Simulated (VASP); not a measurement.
The system is Te.

```
CELL_PARAMETERS angstrom
5.22326 0.00000 0.00000
0.00000 5.22326 0.00000
0.00000 0.00000 5.22326
ATOMIC_POSITIONS crystal
Te 0.87500 0.12500 0.62500
Te 0.37500 0.37500 0.37500
Te 0.12500 0.62500 0.87500
Te 0.62500 0.87500 0.12500
```

The cell was built by a generator and needn't be a form met in nature.

Base run:

| Property | Result |
| --- | --- |
| Program | VASP 6.6.1 |
| Functional | HSE(alpha, omega) |
| Potentials or basis | VASP PAW PBE potentials, release 64 (Te) |
| Cutoff | 520 eV |
| k mesh | 3 × 3 × 3 |
| Occupations | fermi-dirac, width 0.05 eV |
| Spin | no spin polarisation |

Its results: band gap on the k mesh 0.34 eV, indirect (least direct gap 0.93 eV); pressure -1.6 GPa.

Q: The run is repeated on the same cell with these changes: share of exact exchange from 0.2 to 0.4. What comes out?

A: Band gap on the k mesh 0.51 eV, indirect (least direct gap 1.09 eV); pressure -3.6 GPa.

Caveats: the PAW data sets were made with another functional, which shifts forces and pressure a little; spin-orbit coupling is left out, which moves the levels of the heavy elements; an odd mesh through Γ misses points on the zone boundary, where band edges often lie.
